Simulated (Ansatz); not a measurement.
## Computed properties of Cu

```
Cu
1.0
    -1.44262    1.44262    1.44262
     1.44262   -1.44262    1.44262
     1.44262    1.44262   -1.44262
Cu
1
Direct
  0.00000 0.00000 0.00000
```

The cell was built from the bcc type and relaxed in the same program, and has space group Im-3m; it needn't be a known or the stable phase.

Computed with Ansatz 0.2.0, DFT, PBE, all-electron LAPW, scalar-relativistic.

Sampling and basis: a Γ-centred 16×16×16 k mesh, Fermi–Dirac smearing of 0.08 eV, basis error target 0.25 meV/atom, no spin polarisation.

```json
{
  "Pressure at this cell": "-0.06 GPa",
  "Volume per atom": "12.01 Å³"
}
```

Q: Predict this quantity. Density of states at the Fermi level (0.2 eV bin).

A: 0.33 states/eV per cell.

Q: Band gap: what does the calculation give?

A: none: with an odd electron count and no spin polarisation the bands can't all be full, a metal in this set-up (spin order or a larger cell could open a gap).
